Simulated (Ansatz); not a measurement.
**Formation energy of IrO₂**

The computed numbers are results of PBE with spin–orbit coupling (two-component spinors) in the plane-wave PAW code Ansatz at 420 eV, Γ-centred 6×6×10 mesh, 0.05 eV Gaussian smearing; PAW files: Ansatz's generated set soft_2.

The chain of runs began from a cell as deposited in COD, expanded in volume.

The structure is tetragonal, space group P4_2/mnm (No. 136). Conventional cell: a = 4.540 Å, b = 4.540 Å, c = 3.182 Å, α = 90.00°, β = 90.00°, γ = 90.00°. Ir (site symmetry mmm) has 6 O at 1.98 to 2.01 Å as nearest neighbours. Around O (site symmetry m2m) lie 3 Ir at 1.98 to 2.01 Å. (Shells end 15 % past the nearest neighbour.)

The elements were computed in their standard states (gases as isolated molecules) with the same datasets, cutoff and functional. Total energies depend on the potentials used, so only differences within one code and one set of settings carry meaning.

Energy of the relaxed cell (6 atoms, smearing extrapolated to zero): -26199.212 eV. Elements, in eV/atom: Ir -11967.176, O -564.970.

Problem. What is the formation energy?

Solution. [-26199.212 − (2 × -11967.176 + 4 × -564.970)] / 6 = -0.83 eV/atom, or -80 kJ per mole of atoms.

The value is for 0 K, without zero-point energy and without any correction for the binding of gas molecules. Uncorrected semilocal values for oxides, chalcogenides and halides often miss by tenths of an eV an atom. A negative value shows stability against the elements alone, not against other compounds or structures.

The starting moments died out; a magnetic state reached from other starts isn't excluded.
